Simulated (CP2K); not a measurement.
# SnSe (Fm-3m) in CP2K: a series of runs, part 2 of 3

CP2K 2026.2. The steps go on from the part before.

## 3. Band structure, LDA

snse_bands.inp

```
&GLOBAL
  PROJECT snse_bands
  RUN_TYPE ENERGY_FORCE
  PRINT_LEVEL LOW
&END GLOBAL
&FORCE_EVAL
  METHOD QS
  STRESS_TENSOR ANALYTICAL
  &DFT
    BASIS_SET_FILE_NAME BASIS_MOLOPT_UZH
    POTENTIAL_FILE_NAME GTH_POTENTIALS
    &MGRID
      CUTOFF 450
      REL_CUTOFF 60
      NGRIDS 5
    &END MGRID
    &QS
      METHOD GPW
      EPS_DEFAULT 1.0E-10
    &END QS
    &KPOINTS
      SCHEME MONKHORST-PACK 8 8 8
      GAMMA_CENTERED T
      SYMMETRY T
      SYMMETRY_BACKEND SPGLIB
    &END KPOINTS
    &SCF
      SCF_GUESS ATOMIC
      EPS_SCF 1.0E-6
      MAX_SCF 100
      ADDED_MOS 10
      CHOLESKY OFF
      EPS_EIGVAL 1.0E-7
      &DIAGONALIZATION ON
        ALGORITHM STANDARD
      &END DIAGONALIZATION
      &MIXING ON
        METHOD BROYDEN_MIXING
        ALPHA 0.4
        BETA 1.5
        NBUFFER 8
      &END MIXING
      &SMEAR ON
        METHOD FERMI_DIRAC
        ELECTRONIC_TEMPERATURE [K] 1160.452
      &END SMEAR
    &END SCF
    &XC
      &XC_FUNCTIONAL
        &LDA_X
        &END LDA_X
        &LDA_C_PW
        &END LDA_C_PW
      &END XC_FUNCTIONAL
    &END XC
    &PRINT
      &KPOINTS ON
      &END KPOINTS
      &MULLIKEN ON
      &END MULLIKEN
      &MO ON
        ENERGIES T
        OCCUPATION_NUMBERS T
        &EACH
          QS_SCF 0
        &END EACH
        ADD_LAST NUMERIC
      &END MO
      &BAND_STRUCTURE
        FILE_NAME bands.bs
        ADDED_MOS 4
        &KPOINT_SET
          UNITS B_VECTOR
          NPOINTS 8
          SPECIAL_POINT GAMMA 0.00000000 0.00000000 0.00000000
          SPECIAL_POINT X 0.50000000 0.00000000 0.50000000
          SPECIAL_POINT W 0.50000000 0.25000000 0.75000000
          SPECIAL_POINT K 0.37500000 0.37500000 0.75000000
          SPECIAL_POINT GAMMA 0.00000000 0.00000000 0.00000000
          SPECIAL_POINT L 0.50000000 0.50000000 0.50000000
          SPECIAL_POINT U 0.62500000 0.25000000 0.62500000
          SPECIAL_POINT W 0.50000000 0.25000000 0.75000000
          SPECIAL_POINT L 0.50000000 0.50000000 0.50000000
          SPECIAL_POINT K 0.37500000 0.37500000 0.75000000
        &END KPOINT_SET
        &KPOINT_SET
          UNITS B_VECTOR
          NPOINTS 8
          SPECIAL_POINT U 0.62500000 0.25000000 0.62500000
          SPECIAL_POINT X 0.50000000 0.00000000 0.50000000
        &END KPOINT_SET
      &END BAND_STRUCTURE
    &END PRINT
  &END DFT
  &SUBSYS
    &CELL
      ABC 4.2567828227 4.2567828228 4.2567828227
      ALPHA_BETA_GAMMA 59.9999999996 59.9999999995 59.9999999997
      PERIODIC XYZ
    &END CELL
    &COORD
      SCALED
      Sn  0.0000000000 0.0000000000 0.0000000000
      Se  0.5000000000 0.5000000000 0.5000000000
    &END COORD
    &KIND Sn
      BASIS_SET TZVP-MOLOPT-PBE-GTH-q4
      POTENTIAL GTH-PADE-q4
    &END KIND
    &KIND Se
      BASIS_SET TZVP-MOLOPT-PBE-GTH-q6
      POTENTIAL GTH-PADE-q6
    &END KIND
    &PRINT
      &ATOMIC_COORDINATES ON
      &END ATOMIC_COORDINATES
      &CELL ON
      &END CELL
    &END PRINT
  &END SUBSYS
  &PRINT
    &FORCES ON
    &END FORCES
    &STRESS_TENSOR ON
    &END STRESS_TENSOR
  &END PRINT
&END FORCE_EVAL
```

Potentials or basis: GTH_POTENTIALS Sn GTH-PADE-q4, Se GTH-PADE-q6; TZVP-MOLOPT-PBE-GTH basis.

Run with:

```bash
$ OMP_NUM_THREADS=1 cp2k.psmp -i snse_bands.inp -o snse_bands.out
```

snse_bands.out:

```text

 CP2K| version string:                                       CP2K version 2026.2
 CP2K| Input file name                                            snse_bands.inp

 GLOBAL| Force Environment number                                              1
 GLOBAL| Basis set file name                                    BASIS_MOLOPT_UZH
 GLOBAL| Potential file name                                      GTH_POTENTIALS
 GLOBAL| MM Potential file name                                     MM_POTENTIAL
 GLOBAL| Coordinate file name                                      __STD_INPUT__
 GLOBAL| Method name                                                        CP2K
 GLOBAL| Project name                                                 snse_bands
 GLOBAL| Run type                                                   ENERGY_FORCE
 GLOBAL| FFT library                                                       FFTW3
[... 6 lines left out ...]
 GLOBAL| Total number of message passing processes                             1
 GLOBAL| Number of threads for this process                                    1
 GLOBAL| CPU model name                          Intel(R) Xeon(R) Platinum 8488C

 CELL| Volume [angstrom^3]:                                            54.541802
 CELL| Vector a [angstrom]:       4.257     0.000     0.000   |a| =     4.256783
 CELL| Vector b [angstrom]:       2.128     3.686     0.000   |b| =     4.256783
 CELL| Vector c [angstrom]:       2.128     1.229     3.476   |c| =     4.256783
 CELL| Angle (b,c), alpha [degree]:                                    60.000000
 CELL| Angle (a,c), beta  [degree]:                                    60.000000
 CELL| Angle (a,b), gamma [degree]:                                    60.000000
 CELL| Numerically orthorhombic:                                              NO
 CELL| Periodicity                                                           XYZ

 CELL_REF| Volume [angstrom^3]:                                        54.541802
 CELL_REF| Vector a [angstrom     4.257     0.000     0.000   |a| =     4.256783
 CELL_REF| Vector b [angstrom     2.128     3.686     0.000   |b| =     4.256783
 CELL_REF| Vector c [angstrom     2.128     1.229     3.476   |c| =     4.256783
 CELL_REF| Angle (b,c), alpha [degree]:                                60.000000
 CELL_REF| Angle (a,c), beta  [degree]:                                60.000000
 CELL_REF| Angle (a,b), gamma [degree]:                                60.000000
 CELL_REF| Numerically orthorhombic:                                          NO
 CELL_REF| Periodicity                                                       XYZ
[... 9 lines left out ...]
 TOTAL NUMBERS AND MAXIMUM NUMBERS

[... 416 lines left out ...]
 MO|     10               0.556112              15.132566               0.000000
 MO|     11               0.592635              16.126416               0.000000
 MO|     12               0.617325              16.798272               0.000000
 MO|     13               0.661798              18.008448               0.000000
 MO|     14               0.751574              20.451356               0.000000
 MO|     15               0.757855              20.622291               0.000000
 MO| Sum:                                                              10.000016
 MO| E(Fermi):            0.160633 a.u.          4.371042 eV

 [... the levels of further k-points ...]

 !-----------------------------------------------------------------------------!
                     Mulliken Population Analysis

 #  Atom  Element  Kind  Atomic population                           Net charge
       1     Sn       1          3.738048                              0.261952
       2     Se       2          6.261952                             -0.261952
 # Total charge                             10.000000                 -0.000000

 !-----------------------------------------------------------------------------!

 KPOINTS| Band Structure Calculation
 KPOINTS| Number of k-point sets                                               2
 KPOINTS| Number of added MOs/bands                                            4
 KPOINTS| Number of k-points in set    1                                      73
 KPOINTS| In units of b-vector [2pi/Bohr]
 KPOINTS| Special point     1       GAMMA     0.000000     0.000000     0.000000
 KPOINTS| Special point     2           X     0.500000     0.000000     0.500000
 KPOINTS| Special point     3           W     0.500000     0.250000     0.750000
 KPOINTS| Special point     4           K     0.375000     0.375000     0.750000
 KPOINTS| Special point     5       GAMMA     0.000000     0.000000     0.000000
 KPOINTS| Special point     6           L     0.500000     0.500000     0.500000
 KPOINTS| Special point     7           U     0.625000     0.250000     0.625000
 KPOINTS| Special point     8           W     0.500000     0.250000     0.750000
 KPOINTS| Special point     9           L     0.500000     0.500000     0.500000
 KPOINTS| Special point    10           K     0.375000     0.375000     0.750000
 KPOINTS| Number of k-points in set    2                                       9
 KPOINTS| In units of b-vector [2pi/Bohr]
 KPOINTS| Special point     1           U     0.625000     0.250000     0.625000
 KPOINTS| Special point     2           X     0.500000     0.000000     0.500000

 ENERGY| Total FORCE_EVAL ( QS ) energy [hartree]            -13.084552850907887

 FORCES| Atomic forces [hartree/bohr]
 FORCES|   Atom     x               y               z               |f|
 FORCES|      1  2.77086091E-15 -5.67106885E-15  6.11433601E-15   8.78770715E-15
 FORCES|      2  7.15919038E-14 -1.28894277E-14 -4.87341977E-15   7.29060235E-14
 FORCES| Sum     7.43627647E-14 -1.85604965E-14  1.24091624E-15
 FORCES| Total atomic force                                       7.66541107E-14

 STRESS| Analytical stress tensor [bar]
 STRESS|                        x                   y                   z
 STRESS|      x       -3.23976234102E+04  -8.91815883844E-04   3.77947630336E-03
 STRESS|      y       -8.91815883844E-04  -3.23976274987E+04  -2.18590330130E-02
 STRESS|      z        3.77947630336E-03  -2.18590330130E-02  -3.23976564412E+04
 STRESS| 1/3 Trace                                            -3.23976357834E+04
 STRESS| Determinant                                          -3.40047789631E+13

 STRESS| Eigenvectors and eigenvalues of the analytical stress tensor [bar]
 STRESS|                        1                   2                   3
 STRESS| Eigenvalues  -3.23976683736E+04  -3.23976240206E+04  -3.23976149559E+04
 STRESS|      x          -0.064705020142      0.952885353036     -0.296349058271
 STRESS|      y           0.469494312085      0.291119739572      0.833561268385
 STRESS|      z           0.880561384168     -0.085198598589     -0.466211161933
```

Run time: 19 s. Hardware: 1 thread of Intel Xeon Platinum 8488C (Sapphire Rapids), shared host; peak memory 0.34 GiB.

What came out:

* Free energy: -356.0488 eV
* Pressure: -3.2 GPa
* Band gap along the path: 0.08 eV, direct
* Mulliken charges: Sn +0.26; Se -0.26 e

Levels at the corners of the path, in eV from the valence-band top:
```tsv
point	band 3	band 4	band 5	band 6	band 7	band 8
Γ	-2.19	-2.19	-2.19	4.20	4.20	4.20
X	-5.58	-3.69	-3.69	3.71	5.28	5.28
W	-4.80	-4.80	-0.88	1.32	5.09	5.09
K	-5.17	-3.22	-2.61	3.31	3.48	5.45
Γ	-2.19	-2.19	-2.19	4.20	4.20	4.20
L	-2.00	-2.00	-0.15	0.45	1.13	1.13
U	-5.17	-3.22	-2.61	3.31	3.48	5.45
W	-4.80	-4.80	-0.88	1.32	5.09	5.09
L	-2.00	-2.00	-0.15	0.45	1.13	1.13
K	-5.17	-3.22	-2.61	3.31	3.48	5.45
U	-5.17	-3.22	-2.61	3.31	3.48	5.45
X	-5.58	-3.69	-3.69	3.71	5.28	5.28
```

Caveat: Mulliken charges move with the basis; spin-orbit coupling is left out, which moves the levels of the heavy elements; the basis of atomic orbitals isn't converged, which shifts pressures, moduli and gaps.

## 4. Band structure, r2SCAN

Edit snse_bands.inp of step 3 so:

```diff
@@ -10,5 +10,5 @@
     BASIS_SET_FILE_NAME BASIS_MOLOPT_UZH
-    POTENTIAL_FILE_NAME GTH_POTENTIALS
+    POTENTIAL_FILE_NAME POTENTIAL_UZH
     &MGRID
-      CUTOFF 450
+      CUTOFF 675
       REL_CUTOFF 60
@@ -18,3 +18,3 @@
       METHOD GPW
-      EPS_DEFAULT 1.0E-10
+      EPS_DEFAULT 1.0E-9
     &END QS
@@ -44,3 +44,3 @@
         METHOD FERMI_DIRAC
-        ELECTRONIC_TEMPERATURE [K] 1160.452
+        ELECTRONIC_TEMPERATURE [K] 580.226
       &END SMEAR
@@ -49,6 +49,6 @@
       &XC_FUNCTIONAL
-        &LDA_X
-        &END LDA_X
-        &LDA_C_PW
-        &END LDA_C_PW
+        &MGGA_X_R2SCAN
+        &END MGGA_X_R2SCAN
+        &MGGA_C_R2SCAN
+        &END MGGA_C_R2SCAN
       &END XC_FUNCTIONAL
@@ -68,8 +68,13 @@
       &END MO
+      &LOWDIN ON
+      &END LOWDIN
+      &HIRSHFELD ON
+        SHAPE_FUNCTION DENSITY
+      &END HIRSHFELD
       &BAND_STRUCTURE
         FILE_NAME bands.bs
-        ADDED_MOS 4
+        ADDED_MOS 2
         &KPOINT_SET
           UNITS B_VECTOR
-          NPOINTS 8
+          NPOINTS 10
           SPECIAL_POINT GAMMA 0.00000000 0.00000000 0.00000000
@@ -87,3 +92,3 @@
           UNITS B_VECTOR
-          NPOINTS 8
+          NPOINTS 10
           SPECIAL_POINT U 0.62500000 0.25000000 0.62500000
@@ -96,4 +101,5 @@
     &CELL
-      ABC 4.2567828227 4.2567828228 4.2567828227
-      ALPHA_BETA_GAMMA 59.9999999996 59.9999999995 59.9999999997
+      A 4.2567828227 0.0000000000 0.0000000000
+      B 2.1283914114 3.6864820629 0.0000000000
+      C 2.1283914114 1.2288273543 3.4756486205
       PERIODIC XYZ
@@ -101,13 +107,12 @@
     &COORD
-      SCALED
       Sn  0.0000000000 0.0000000000 0.0000000000
-      Se  0.5000000000 0.5000000000 0.5000000000
+      Se  4.2567828227 2.4576547086 1.7378243102
     &END COORD
     &KIND Sn
-      BASIS_SET TZVP-MOLOPT-PBE-GTH-q4
-      POTENTIAL GTH-PADE-q4
+      BASIS_SET TZVP-MOLOPT-SCAN-GTH-q4
+      POTENTIAL GTH-SCAN-q4
     &END KIND
     &KIND Se
-      BASIS_SET TZVP-MOLOPT-PBE-GTH-q6
-      POTENTIAL GTH-PADE-q6
+      BASIS_SET TZVP-MOLOPT-SCAN-GTH-q6
+      POTENTIAL GTH-SCAN-q6
     &END KIND
```

Potentials or basis: POTENTIAL_UZH Sn GTH-SCAN-q4, Se GTH-SCAN-q6; TZVP-MOLOPT-SCAN-GTH basis.

Run with:

```bash
$ OMP_NUM_THREADS=1 cp2k.psmp -i snse_bands.inp -o snse_bands.out
```

snse_bands.out:

```text

 CP2K| version string:                                       CP2K version 2026.2
 CP2K| Input file name                                            snse_bands.inp

 GLOBAL| Force Environment number                                              1
 GLOBAL| Basis set file name                                    BASIS_MOLOPT_UZH
 GLOBAL| Potential file name                                       POTENTIAL_UZH
 GLOBAL| MM Potential file name                                     MM_POTENTIAL
 GLOBAL| Coordinate file name                                      __STD_INPUT__
 GLOBAL| Method name                                                        CP2K
 GLOBAL| Project name                                                 snse_bands
 GLOBAL| Run type                                                   ENERGY_FORCE
 GLOBAL| FFT library                                                       FFTW3
 GLOBAL| Diagonalization library                                       ScaLAPACK
 GLOBAL| Cholesky decomposition library                                ScaLAPACK
 GLOBAL| DGEMM library                                                      BLAS
 GLOBAL| Direct generalized diagonalization requested                          F
[... 514 lines left out ...]
 KPOINTS| In units of b-vector [2pi/Bohr]
 KPOINTS| Special point     1           U     0.625000     0.250000     0.625000
 KPOINTS| Special point     2           X     0.500000     0.000000     0.500000

 ENERGY| Total FORCE_EVAL ( QS ) energy [hartree]            -13.020491037047320

 FORCES| Atomic forces [hartree/bohr]
 FORCES|   Atom     x               y               z               |f|
 FORCES|      1  1.88234720E-12 -2.59333410E-13  1.90691920E-12   2.69199288E-12
 FORCES|      2 -1.85425799E-12  2.77578627E-13 -1.89450264E-12   2.66541982E-12
 FORCES| Sum     2.80892156E-14  1.82452177E-14  1.24165623E-14
 FORCES| Total atomic force                                       3.57220243E-14

 STRESS| Analytical stress tensor [bar]
 STRESS|                        x                   y                   z
 STRESS|      x       -2.16508959371E+04  -6.25568024759E-03   3.67053515579E-03
 STRESS|      y       -6.25568024759E-03  -2.16507732599E+04  -8.26533767512E-02
 STRESS|      z        3.67053515579E-03  -8.26533767512E-02  -2.16503495925E+04
 STRESS| 1/3 Trace                                            -2.16506729299E+04
 STRESS| Determinant                                          -1.01487884046E+13

 STRESS| Eigenvectors and eigenvalues of the analytical stress tensor [bar]
 STRESS|                        1                   2                   3
 STRESS| Eigenvalues  -2.16508962559E+04  -2.16507885354E+04  -2.16503339983E+04
 STRESS|      x           0.998671270038     -0.050831153961      0.008478690201
 STRESS|      y           0.051522018992      0.981381518795     -0.185029176420
 STRESS|      z           0.001084416687      0.185220161847      0.982696451447
```

Run time: 33 s. Hardware: 1 thread of Intel Xeon Platinum 8488C (Sapphire Rapids), shared host; peak memory 0.46 GiB.

Results:

```
Free energy             : -354.3056 eV
Pressure                : -2.2 GPa
Band gap along the path : 0.05 eV, indirect (least direct gap 0.07 eV)
Mulliken charges        : Sn +0.58; Se -0.58 e
Hirshfeld charges       : Sn +0.21; Se -0.21 e
```

Levels at the corners of the path, in eV from the valence-band top:
```csv
point,band 1,band 2,band 3,band 4,band 5,band 6,band 7,band 8,band 9,band 10
Γ,-14.79,-5.41,-2.66,-2.66,-2.66,4.25,4.25,4.25,6.99,6.99
X,-13.60,-6.50,-6.02,-4.15,-4.15,4.11,5.35,5.35,6.08,10.26
W,-13.54,-7.49,-5.25,-5.25,-1.29,1.29,5.18,5.18,8.75,8.75
K,-13.58,-7.59,-5.62,-3.71,-2.91,3.34,3.37,5.54,6.60,12.04
Γ,-14.79,-5.41,-2.66,-2.66,-2.66,4.25,4.25,4.25,6.99,6.99
L,-13.80,-8.69,-2.59,-2.59,-0.08,0.34,1.03,1.03,9.96,12.42
U,-13.58,-7.59,-5.62,-3.71,-2.91,3.34,3.37,5.54,6.60,12.04
W,-13.54,-7.49,-5.25,-5.25,-1.29,1.29,5.18,5.18,8.75,8.75
L,-13.80,-8.69,-2.59,-2.59,-0.08,0.34,1.03,1.03,9.96,12.42
K,-13.58,-7.59,-5.62,-3.71,-2.91,3.34,3.37,5.54,6.60,12.04
U,-13.58,-7.59,-5.62,-3.71,-2.91,3.34,3.37,5.54,6.60,12.04
X,-13.60,-6.50,-6.02,-4.15,-4.15,4.11,5.35,5.35,6.08,10.26
```

Caveat: Mulliken charges move with the basis; spin-orbit coupling is left out, which moves the levels of the heavy elements; the basis of atomic orbitals isn't converged, which shifts pressures, moduli and gaps.

(Part 2 of 3 ends here.)
